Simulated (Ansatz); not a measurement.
**Sn: relativistic levels of theory**

What happens to Sn at a fixed cell under these changes: no relativity; spin-orbit coupling on?

Method: DFT, at the level named in each step, in Ansatz 0.2.0.

### 1 The structure to begin with

It takes space group I4/mmm (No. 139, tetragonal). Conventional cell: a = 4.058 Å, b = 4.058 Å, c = 3.322 Å, α = 90.00°, β = 90.00°, γ = 90.00°. Sn (site symmetry 4/mmm) is surrounded by 10 Sn at 3.32 Å.

As a file:

```cif
data_structure
_symmetry_space_group_name_H-M 'I4/mmm'
_symmetry_Int_Tables_number 139
_cell_length_a 4.0584
_cell_length_b 4.0584
_cell_length_c 3.3215
_cell_angle_alpha 90.000
_cell_angle_beta 90.000
_cell_angle_gamma 90.000
_cell_volume 54.71
loop_
_atom_site_label
_atom_site_type_symbol
_atom_site_symmetry_multiplicity
_atom_site_Wyckoff_symbol
_atom_site_fract_x
_atom_site_fract_y
_atom_site_fract_z
_atom_site_occupancy
Sn1 Sn 2 a 0.00000 0.00000 0.00000 1
```

The file gives the conventional cell by its symmetry; the runs use the cell typed in the input.

Structure from a Materials Project entry, not relaxed further.

### 2 No relativity, LAPW

Input file input.yaml:

```yaml
crystal:
  lattice:
    - [-2.029189411, 2.029189411, 1.6607599896]
    - [2.029189411, -2.029189411, 1.6607599896]
    - [2.029189411, 2.029189411, -1.6607599896]
  atoms:
    - { symbol: Sn, position: [0.0, 0.0, 0.0] }
kpoints:
  mp_grid: { grid: [16, 16, 16] }
  band_path:
    path:
      - [0.0, 0.0, 0.0]
      - [0.0, 0.0, 0.5]
      - [-0.5, 0.5, 0.5]
      - [0.0, 0.0, 0.0]
      - [0.4174590337, 0.4174590337, -0.4174590337]
      - [-0.4174590337, 0.5825409663, 0.4174590337]
      - [-0.5, 0.5, 0.5]
      - [0.0, 0.0, 0.5]
      - [0.25, 0.25, 0.25]
    npoints: 5
scf:
  occupations: { method: fermi_dirac, width: 0.05 }
hamiltonian:
  xc: pbe
  pseudopotentials:
    kind: all_electron
    lapw: { basis_error: 0.001 }
    relativity: none
output:
  forces: true
  stress: true
  eigenvalues: true
```

Launch:

```
$ ansatz run input.yaml --threads 1 --pin off --max-ram 2048MiB --backend cpu --events-out ev --progress --plain --runs-dir out
```

### 3 Spin-orbit coupling on, LAPW

input.yaml, as its differences from that of step 2:

```diff
@@ -25,6 +25,3 @@
   xc: pbe
-  pseudopotentials:
-    kind: all_electron
-    lapw: { basis_error: 0.001 }
-    relativity: none
+  pseudopotentials: { kind: all_electron, lapw: { basis_error: 0.001 } }
 output:
@@ -33 +30,4 @@
   eigenvalues: true
+magnetization:
+  noncollinear: true
+  spin_orbit: true
```

### 4 Spin-orbit coupling on, PAW

input.yaml, as its differences from that of step 3:

```diff
@@ -25,3 +25,3 @@
   xc: pbe
-  pseudopotentials: { kind: all_electron, lapw: { basis_error: 0.001 } }
+  pseudopotentials: { kind: paw_fr }
 output:
@@ -30,2 +30,3 @@
   eigenvalues: true
+  efg: { contact_densities: true }
 magnetization:
```

(Steps that only read results are left out.)

Q: Predict the outcome of this session. Wanted: pressure, no relativity, LAPW; pressure, spin-orbit coupling on, LAPW.

The runs gave:

| quantity | value |
| --- | --- |
| pressure, no relativity, LAPW | 0.94 GPa |
| pressure, spin-orbit coupling on, LAPW | 0.99 GPa |

What this shows: Going from no relativity to the run with spin-orbit coupling (scalar and spin-orbit effects together) moves the pressure by +0.05 GPa; the heaviest element has Z = 50. With spin-orbit coupling: in pressure, PAW differs from LAPW by less than 0.01 GPa.
